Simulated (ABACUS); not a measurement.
A run of ABACUS 3.10.1 is set up as follows.

The input INPUT:

```
INPUT_PARAMETERS
suffix              GaN
calculation         scf
basis_type          pw
pseudo_dir          ./
symmetry            1
dft_functional      pbe
ecutwfc             84
pseudo_rcut         10
nspin               1
nbands              22
ks_solver           dav
smearing_method     fd
smearing_sigma      0.00367493
scf_thr             1e-08
scf_nmax            100
mixing_type         broyden
mixing_beta         0.7
cal_force           1
cal_stress          1
kpar                4
```

The input STRU:

```
ATOMIC_SPECIES
Ga 69.7230 Ga.upf
N 14.0070 N.upf

LATTICE_CONSTANT
1.8897261246

LATTICE_VECTORS
3.1800000000 0.0000000000 0.0000000000
-1.5900000000 2.7539607840 0.0000000000
0.0000000000 0.0000000000 5.1660000000

ATOMIC_POSITIONS
Direct

Ga
0.0
2
0.6666666667 0.3333333333 0.5000000000 1 1 1
0.3333333333 0.6666666667 0.0000000000 1 1 1

N
0.0
2
0.6666666667 0.3333333333 0.8750000000 1 1 1
0.3333333333 0.6666666667 0.3750000000 1 1 1
```

File KPT:

```
K_POINTS
0
Gamma
10 10 5 0 0 0
```

Potentials or basis: PseudoDojo NC SR 0.4.1 PBE standard, plane waves.

Command:

```sh
$ OMP_NUM_THREADS=1 mpirun -np 4 abacus > log
```

**Question.** Predict the band gap on the k mesh.

**Answer.** 2.01 eV, direct.

**Question.** Estimate the largest force.

**Answer.** 0.137 eV/Å.

Forces in eV/Å, atoms in the order of the input:
```
Ga   0.000  0.000 -0.137
Ga   0.000  0.000 -0.137
N    0.000  0.000  0.137
N    0.000  0.000  0.137
```

Caveat: there are fewer bands than atomic start orbitals, so a level may be missed at k points of high symmetry.

**The experiment to reproduce.**

From “Studying electronic properties in GaN without electrical contacts using γ-γ vs e−-γ Perturbed Angular Correlations”, 2019, pmc:6823545, for a bulk crystal of GaN: band gap 3.503 ± 0.005 eV (direct).

Against the measured gap of GaN, 3.503 eV (direct; quoted in “Studying electronic properties in GaN without electrical contacts using γ-γ vs e−-γ Perturbed Angular Correlations”, 2019, pmc:6823545), the calculated 2.01 eV is off by -1.50 eV. Spin-orbit coupling on Ga is left out. The value is that of PBE, without temperature or zero-point motion. Semilocal functionals fall short of measured gaps as a rule.
